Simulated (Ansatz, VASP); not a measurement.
**GaN in VASP and in Ansatz**

The input INCAR:

```
PREC = Accurate ; ENCUT = 520
EDIFF = 1E-6 ; ISMEAR = 0
SIGMA = 0.01 ; LREAL = F
LASPH = T ; NELM = 100
ALGO = Normal ; ISIF = 2
LWAVE = F ; LCHARG = F
GGA = PE ; NBANDS = 26
```

KPOINTS

```
Automatic mesh
0
Gamma
  12 12 6
```

POSCAR

```
GaN
1.0
    3.2183708173      0.0000000000      0.0000000000
   -1.6091854087      2.7871908866      0.0000000000
    0.0000000000      0.0000000000      5.2431684262
Ga N
2 2
Direct
    0.6666666667      0.3333333333      0.4991348648
    0.3333333333      0.6666666667      0.9991348648
    0.6666666667      0.3333333333      0.8758651352
    0.3333333333      0.6666666667      0.3758651352
```

Input for Ansatz:

```yaml
crystal:
  lattice:
    - [3.2183708022, 0.0, 0.0]
    - [-1.6091854011, 2.7871908735, 0.0]
    - [0.0, 0.0, 5.2431683749]
  atoms:
    - { symbol: Ga, position: [0.6666666667, 0.3333333333, 0.4991348583] }
    - { symbol: Ga, position: [0.3333333333, 0.6666666667, 0.9991348583] }
    - { symbol: "N", position: [0.6666666667, 0.3333333333, 0.8758651417] }
    - { symbol: "N", position: [0.3333333333, 0.6666666667, 0.3758651417] }
basis:
  ecutwfc: 420
  xc_grid: 2
kpoints:
  mp_grid: { grid: [12, 12, 6] }
  band_path: { path: [VBM, CBM], npoints: 2 }
hamiltonian:
  xc: pbe
scf:
  occupations: { method: gaussian, width: 0.01 }
output:
  forces: true
  stress: true
  eigenvalues: true
```

Alike in both runs: task single point; functional PBE; k mesh 12 × 12 × 6; occupations gaussian, width 0.01 eV; no spin polarisation.

|  | VASP | Ansatz |
| --- | --- | --- |
| version | VASP 6.6.1 | Ansatz 0.2.0 |
| potentials or method | VASP PAW PBE potentials, release 64 (Ga_d, N) | scalar-relativistic, plane waves, PAW |
| plane-wave cutoff (eV) | 520 | 420 |
| valence electrons in the cell | 36 | 36 |

|  | VASP | Ansatz | Ansatz less VASP |
| --- | --- | --- | --- |
| gap on the k mesh at the Fermi level (eV) | 1.72 | 1.71 | -0.005 |
| least direct gap on the mesh (eV) | 1.72 | 1.71 | -0.005 |
| pressure (GPa) | 0.1 | 0.0 | -0.13 |

The functional is the same, so the differences come from potentials, cutoffs and numerics.

Expect the measured gap to be larger: semilocal functionals such as PBE lack the derivative discontinuity.
